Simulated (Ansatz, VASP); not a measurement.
AgCl (Chlorargyrite): VASP beside Ansatz

File INCAR:

```
ALGO     = Normal         # electronic algorithm
EDIFF    = 1E-7           # SCF threshold, eV
ENCUT    = 520            # plane-wave cutoff, eV
ISIF     = 2              # what is computed and relaxed
ISMEAR   = -1             # smearing method
LASPH    = True           # aspherical terms in the spheres
LCHARG   = False          # write CHGCAR
LREAL    = False          # projectors in reciprocal space
LWAVE    = False          # write WAVECAR
NBANDS   = 16             # bands
NELM     = 80             # most SCF steps
PREC     = Accurate       # precision mode
SIGMA    = 0.05           # smearing width, eV
```

Contents of KPOINTS:

```
k-points
0
Gamma
  7 7 7
```

The input POSCAR:

```
AgCl
1.0
    0.0000000000      2.6980360093      2.6980360093
    2.6980360093      0.0000000000      2.6980360093
    2.6980360093      2.6980360093      0.0000000000
Ag Cl
1 1
Direct
    0.0000000000      0.0000000000      0.0000000000
    0.5000000000      0.5000000000      0.5000000000
```

input.yaml

```yaml
crystal:
  lattice:
    - [0.0, 2.6980360093, 2.6980360093]
    - [2.6980360093, 0.0, 2.6980360093]
    - [2.6980360093, 2.6980360093, 0.0]
  atoms:
    - { symbol: Ag, position: [0.0, 0.0, 0.0] }
    - { symbol: Cl, position: [0.5, 0.5, 0.5] }
hamiltonian:
  xc: lda
  pseudopotentials: { kind: paw }
kpoints:
  mp_grid: { grid: [7, 7, 7] }
scf:
  occupations: { method: fermi_dirac, width: 0.05 }
output:
  forces: true
  stress: true
  eigenvalues: true
  write_density: true
  write_potential: true
  elf: true
  volumetric_format: npy
```

Alike in both runs: task single point; functional LDA; k mesh 7 × 7 × 7; occupations fermi-dirac, width 0.05 eV; no spin polarisation.

```csv
,VASP,Ansatz
version,VASP 6.6.1,Ansatz 0.2.0
potentials or method,"VASP PAW LDA potentials, release 64 (Ag, Cl)",Ansatz PAW
plane-wave cutoff (eV),520,420
valence electrons in the cell,18,26
```

```tsv
	VASP	Ansatz	Ansatz less VASP
gap on the k mesh at the Fermi level (eV)	0.74	0.71	-0.028
least direct gap on the mesh (eV)	3.30	3.27	-0.029
pressure (GPa)	-1.5	-1.5	-0.01
```

The two sets of potentials don't hold the same shells in valence.

Caveats: an odd mesh through Γ misses points on the zone boundary, where band edges often lie (VASP); odd divisions of the mesh miss points on the zone boundary, where band edges often lie, so the gap on the mesh can be too wide (Ansatz); the PAW data sets come from PBE, with cores solved anew for the run's functional, which leaves a small shift of forces and pressure (Ansatz). As with any semilocal functional, this LDA gap is likely too small.
